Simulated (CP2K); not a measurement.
TaN under changes of volume

One of the cells (10.813 Å³/atom); the others are scaled copies at fixed shape and fractional positions:

```xyz
2
Lattice="3.1273 0.0000 0.0000 1.5636 2.7083 0.0000 1.5636 0.9028 2.5534" Properties=species:S:1:pos:R:3 pbc="T T T"
Ta    3.1273    1.8055    1.2767
N     0.0000    0.0000    0.0000
```

The cell comes from a database or a generator and needn't be the stable form of this composition.

```yaml
Program: CP2K 2026.2
Functional: LDA
Potentials_or_basis: GTH_POTENTIALS Ta GTH-PADE-q13, N GTH-PADE-q5; TZVP-MOLOPT-PBE-GTH basis
Density_cutoff: 6123 eV
k_mesh: 10 × 10 × 10
Occupations: fermi-dirac, width 0.05 eV
Spin: no spin polarisation
```

```tsv
volume (Å³/atom)	energy over the lowest point (meV/atom)	pressure (GPa)
10.164	0.00	-122.9
10.381	166.25	-122.9
10.597	331.32	-121.6
10.813	494.08	-119.4
11.030	653.42	-116.5
11.246	808.49	-113.2
11.462	?	?
```

**Question.** What does the run at 11.462 Å³/atom give?

**Answer.** Energy over the lowest point 958.84 meV/atom; pressure -109.6 GPa.

Worked out: A Birch-Murnaghan fit of order 3 (a polynomial in V^(-2/3)) to the other rows has no minimum within the range. It gives 957.95 meV/atom at 11.462 Å³/atom, against the run's 958.84, and -dE/dV = -108.9 GPa, against -109.6.

Energies are extrapolated to zero smearing.

Caveats: the basis of atomic orbitals isn't converged, which shifts pressures, moduli and gaps.
